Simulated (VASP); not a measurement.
A run of VASP 6.6.1 is set up as follows.

Contents of INCAR:

```
SYSTEM = Bi
ALGO = Fast
EDIFF = 1E-6
ENCUT = 520
GGA = PS
ISIF = 2
ISMEAR = 0
LASPH = .TRUE.
LCHARG = .FALSE.
LREAL = .FALSE.
LWAVE = .FALSE.
NBANDS = 14
NELM = 100
PREC = Accurate
SIGMA = 0.1
```

Contents of KPOINTS:

```
k-points
0
G
  16 16 16
  0 0 0
```

Contents of POSCAR:

```
Bi
1.0
   -1.8772153862      1.8772153862      1.8772153862
    1.8772153862     -1.8772153862      1.8772153862
    1.8772153862      1.8772153862     -1.8772153862
Bi
1
Direct
    0.0000000000      0.0000000000      0.0000000000
```

Potentials or basis: VASP PAW PBE potentials, release 64 (Bi_d).

Run with:

```bash
$ cat potpaw_PBE.64/Bi_d/POTCAR > POTCAR
$ mpirun -np 1 vasp_std > vasp.out
```

(1) Estimate the pressure.

(2) Predict the band gap on the k mesh.

Answers

(1) 10.1 GPa.

(2) none (metal or under the smearing width).

Caveat: the PAW data sets were made with another functional, which shifts forces and pressure a little; spin-orbit coupling is left out, which moves the levels of the heavy elements.
